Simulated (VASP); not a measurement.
PbSe (Clausthalite): single point with PBE

**Experimental background.**

A printed reference work, monograph reports, for a bulk crystal of PbSe at 4.2 K: band gap 0.15 eV (direct).

Crystal: PbSe (Clausthalite).

```
Pb Se
1.0
     0.00000    3.10804    3.10804
     3.10804    0.00000    3.10804
     3.10804    3.10804    0.00000
Pb Se
1 1
Direct
  0.00000 0.00000 0.00000
  0.50000 0.50000 0.50000
```

* Program: VASP 6.6.1
* Task: single point
* Functional: PBE
* Potentials or basis: VASP PAW PBE potentials, release 64 (Pb_d, Se)
* Cutoff: 520 eV
* k mesh: 6 × 6 × 6
* Occupations: fermi-dirac, width 0.02 eV
* Spin: no spin polarisation

```
Pressure               : 0.0 GPa
Band gap on the k mesh : 0.44 eV, direct
```

Levels at points of the mesh, in eV from the valence-band top:
```tsv
k point	band 8	band 9	band 10	band 11	band 12	band 13
(0.00, 0.00, 0.00)	-1.64	-1.64	-1.64	4.64	4.64	4.64
(0.50, 0.00, 0.00)	-1.26	-1.26	0.00	0.44	1.83	1.83
(0.50, 0.50, 0.00)	-4.57	-2.92	-2.92	3.92	5.47	5.47
```

Wall time 25 s on 1 thread of Intel(R) Xeon(R) Platinum 8375C CPU @ 2.90GHz (Ice Lake), with other jobs on the host, peak memory 0.2 GiB.

Measured gap of PbSe: 0.15 eV (direct; 4.2 K; a printed reference work, monograph). This calculation gives 0.44 eV (+0.29 eV). 2 values of this kind are on record (0.15 to 0.28 eV); this one was drawn at random. Spin-orbit coupling on Pb, Se is left out. The value is that of PBE on a finite k mesh, which can miss the band edges, without temperature or zero-point motion.

Caveat: spin-orbit coupling is left out, which moves the levels of the heavy elements.
